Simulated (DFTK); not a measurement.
# Rh in DFTK: the effect of functional

The system is Rh.

```
CELL_PARAMETERS angstrom
0.00000 1.89785 1.89785
1.89785 0.00000 1.89785
1.89785 1.89785 0.00000
ATOMIC_POSITIONS crystal
Rh 0.00000 0.00000 0.00000
```

Alike in all runs:

```yaml
Program: DFTK 0.8.2
Task: single point
Potentials_or_basis: SG15 1.2 (PBE)
Cutoff: 1225 eV
k_mesh: 12 × 12 × 12
Occupations: fermi-dirac, width 0.05 eV
Spin: no spin polarisation
```

| functional | pressure (GPa) |
| --- | --- |
| LDA | -11.3 |
| PBE | 7.5 |
| PBEsol | -4.0 |
| RPBE | 13.0 |
| BLYP | 20.3 |
| AM05 | -5.5 |
| WC | ? |
| r2SCAN | -1.1 |
| SCAN | -4.0 |

Question: What does the run with functional WC give?

Answer: Pressure -2.1 GPa.

Caveats: the potentials were made for another functional, which shifts forces and pressure (some runs).
